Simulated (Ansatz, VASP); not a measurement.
# Two plane-wave programs on ZnCu

```
Zn Cu
1.0
     3.00276    0.00000    0.00000
     0.00000    3.00276    0.00000
     0.00000    0.00000    3.00276
Zn Cu
1 1
Direct
  0.50000 0.50000 0.50000
  0.00000 0.00000 0.00000
```

Change from the starting cell: volume scaled by 1.06.

Alike in both runs: task single point; functional PBE; k mesh 9 × 9 × 9; occupations fermi-dirac, width 0.05 eV; no spin polarisation.

|  | VASP | Ansatz |
| --- | --- | --- |
| version | VASP 6.6.1 | Ansatz 0.2.0 |
| potentials or method | VASP PAW PBE potentials, release 64 (Zn, Cu) | Ansatz PAW |
| plane-wave cutoff (eV) | 520 | 420 |
| valence electrons in the cell | 23 | 31 |

Ansatz gave:

```
gap on the k mesh at the Fermi level (eV) : none
pressure (GPa)                            : -3.8
```

Which values does VASP return?

gap on the k mesh at the Fermi level (eV): none; pressure (GPa): -3.3.

A gap of «none» marks a metal or a gap that the smearing closes. The functional is the same, so the differences come from potentials, cutoffs and numerics. The two sets of potentials don't hold the same shells in valence.
